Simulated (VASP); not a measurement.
Here is a VASP 6.6.1 calculation.

File INCAR:

```
SYSTEM = ZnSe
  ALGO = Normal
  EDIFF = 1E-7
  EDIFFG = -0.01
  ENCUT = 600
  GGA = PE
  IBRION = 2
  ISIF = 2
  ISMEAR = 0
  LASPH = .True.
  LCHARG = .False.
  LREAL = .False.
  LWAVE = .False.
  NELM = 80
  NSW = 40
  PREC = Accurate
  SIGMA = 0.03
```

The input KPOINTS:

```
k-points
0
Gamma
  8 8 8
  0 0 0
```

Contents of POSCAR:

```
ZnSe                                    
1.0
    0.0000000000      2.9072312588      2.9072312588
    2.9072312588      0.0000000000      2.9072312588
    2.9072312588      2.9072312588      0.0000000000
  Zn              Se            
     1     1
Direct
     1.0000000000000000    1.0000000000000000    1.0000000000000000
     0.2500000000000000    0.2500000000000000    0.2500000000000000
```

Potentials or basis: VASP PAW PBE potentials, release 64 (Zn, Se).

The run is started by

```console
$ cat potpaw_PBE.64/Zn/POTCAR potpaw_PBE.64/Se/POTCAR > POTCAR
$ mpirun -np 1 vasp_std > vasp.out
```

Q: What does it give for the band gap on the k mesh?

A: 0.99 eV, direct.

Final structure:
```yaml
crystal:
  lattice:
    - [0.00000, 2.90723, 2.90723]
    - [2.90723, 0.00000, 2.90723]
    - [2.90723, 2.90723, 0.00000]
  atoms:
    - { symbol: Zn, position: [0.00000, 0.00000, 0.00000] }
    - { symbol: Se, position: [0.25000, 0.25000, 0.25000] }
```

Caveat: the relaxation stopped at its first step, so nothing moved.
